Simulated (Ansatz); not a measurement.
Input for Ansatz (plane-wave DFT, PAW):

```yaml
crystal:
  lattice:
    - [6.199502, -0.003452, 7.0e-05]
    - [-0.003452, 5.725551, 0.007247]
    - [7.0e-05, 0.007247, 5.509344]
  atoms:
    - { symbol: Ni, position: [0.000437744, 0.9728232587, 0.016565295], spin: 2.0 }
    - { symbol: Ni, position: [0.4977332582, 0.0293642477, 0.9911175764], spin: 2.0 }
    - { symbol: Ni, position: [0.9977583645, 0.5300064865, 0.0133992454], spin: 2.0 }
    - { symbol: Ni, position: [0.0004095896, 0.9722798756, 0.4850588787], spin: 2.0 }
    - { symbol: Ni, position: [0.5003701432, 0.4698354144, 0.9826696197], spin: 2.0 }
    - { symbol: Ni, position: [0.9977509704, 0.530170664, 0.4878312568], spin: 2.0 }
    - { symbol: Ni, position: [0.2841429586, 0.745093271, 0.2469136787], spin: 2.0 }
    - { symbol: Ni, position: [0.2101695429, 0.2524088002, 0.7519310898], spin: 2.0 }
    - { symbol: Ni, position: [0.5003496921, 0.47657646, 0.5153581138], spin: 2.0 }
    - { symbol: Ni, position: [0.7139416851, 0.7471415609, 0.2468842692], spin: 2.0 }
    - { symbol: Ni, position: [0.7881207437, 0.2506015432, 0.7518772348], spin: 2.0 }
    - { symbol: Cu, position: [0.4977847713, 0.0257427397, 0.5094747404] }
    - { symbol: Pd, position: [0.2347450291, 0.2551169156, 0.2503255394] }
    - { symbol: Pd, position: [0.7634709177, 0.2522235723, 0.250320799] }
    - { symbol: Pd, position: [0.2615404129, 0.7501878187, 0.752008414] }
    - { symbol: Pd, position: [0.7366020013, 0.7533312974, 0.7520528118] }
basis:
  ecutwfc: 420
kpoints:
  mp_grid: { grid: [3, 4, 4] }
hamiltonian:
  xc: pbe
scf:
  occupations: { method: gaussian, width: 0.1 }
  lower_state_search: "off"
  n_extra_bands: 8
output:
  forces: true
  stress: true
  eigenvalues: true
  populations: true
  dos:
    method: { smearing: { sigma: 0.1, scheme: gaussian } }
    projected: true
    de: 0.02
magnetization:
  spin_polarized: true
```

Command:
```bash
ansatz run input.yaml --threads 4 --pin off --max-ram 9216MiB --backend cpu --events-out ev --progress --plain --runs-dir out
```

All numbers below come from DFT PBE, scalar-relativistic, plane waves, PAW (Ansatz 0.2.0).

Part of what the program printed, abridged:

```
Error: inconsistent input (scf.n_extra_bands): n_bands = 153 cannot host the net starting moment |Σ_I m_I| = 22.0000 μB: with N_el = 289 the majority spin channel must hold (N_el + |M|)/2 = 155.5000 electrons at no more than one per band — at least 156 bands (153 bands cap the reachable moment at 2·n_bands − N_el = 17.0000 μB); raise scf.n_extra_bands until at least 156 bands are solved (omitted, it auto-derives to 187) or lower the seeds (crystal.atoms[].spin / magnetization.per_species / magnetization.initial_magnetization)
```

The program refused the input.

The run took 0.15 s on 4 threads of AMD EPYC 7R43 64-Core Processor (Zen 3), on a shared host, peak memory 0.11 GiB.

The k mesh is coarse.